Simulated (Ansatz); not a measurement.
Runs of Ansatz 0.2.0 on SrVO3. Symmetry: Pm-3m, No. 221, cubic system. The conventional cell has a = 3.841 Å, b = 3.841 Å, c = 3.841 Å, α = 90.00°, β = 90.00°, γ = 90.00°. Around Sr (site symmetry m-3m) lie 12 O at 2.72 Å. V (site symmetry m-3m) has 6 O at 1.92 Å as nearest neighbours. O (site symmetry 4/mmm) is surrounded by 2 V at 1.92 Å. 

```csv
task,level,potentials or basis,cell,k mesh,cutoff (eV),points for each segment of the path,mesh quality,gap on the mesh (eV),pressure (GPa),moment (μB),relaxed volume (Å³/atom)
band structure,PBE,JTH PAW,as given,7 × 7 × 7,1410,14,not flagged,none,(b),0.00,-
relaxation of cell and atoms,BLYP,Ansatz PAW,relaxed,7 × 7 × 7,420,-,not flagged,-,0.0,0.00,11.85
single point,PBE,Ansatz PAW,as given,4 × 4 × 4,420,-,coarse,none,3.2,0.62,-
relaxation of cell and atoms,PBEsol,Ansatz PAW,relaxed,7 × 7 × 7,420,-,not flagged,-,0.0,0.00,(a)
```

Alike in all rows: spin collinear, ferromagnetic start; smearing fermi-dirac 0.05 eV.

Q: Fill in the values left out.

A: (a) 11.05; (b) 3.0.

Caveats: some runs use coarse meshes; the starting moments weren't kept (some runs); semilocal functionals often make such compounds metallic where correlation or magnetic order opens a gap, which also shifts bond lengths (some runs); the plane-wave basis is chosen anew once the cell has moved, so the energies of steps on either side of that aren't comparable (some runs); the PAW data sets come from PBE, with cores solved anew for the run's functional, which leaves a small shift of forces and pressure (some runs).

A k mesh can miss the band edges, and the runs leave out spin-orbit coupling on Sr.

A gap of «none» marks a metal or a gap under the smearing width.
